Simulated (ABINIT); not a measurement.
## Sb in ABINIT: the effect of functional

Crystal: Sb.

```
CELL_PARAMETERS angstrom
2.15420 1.24373 3.75800
-2.15420 1.24373 3.75800
0.00000 -2.48746 3.75800
ATOMIC_POSITIONS crystal
Sb 0.76651 0.76651 0.76651
Sb 0.23349 0.23349 0.23349
```

Alike in all runs:

| Item | Value |
| --- | --- |
| Program | ABINIT 10.8.3 (patched build) |
| Task | band structure |
| Potentials or basis | JTH PAW PBE v2.0 |
| Cutoff | 517 eV |
| k mesh | 8 × 8 × 8 |
| Occupations | fermi-dirac, width 0.05 eV |
| Spin | no spin polarisation |

**Question.** One run gave: pressure 3.4 GPa; largest force 0.20 eV/Å. Which functional did it use?
A. SCAN
B. PBE
C. BLYP
D. revPBE
E. AM05

**Answer.** D.

```tsv
functional	pressure (GPa)	largest force (eV/Å)
PBE	2.5	0.17
LDA	-1.4	0.02
PBEsol	-0.2	0.11
RPBE	3.8	0.21
BLYP	6.6	0.14
AM05	-0.1	0.08
r2SCAN	1.5	0.01
SCAN	0.1	0.23
revPBE	3.4	0.20
PW91	2.5	0.15
```

Caveats: the PAW data sets were made with another functional, which shifts forces and pressure a little (some runs).
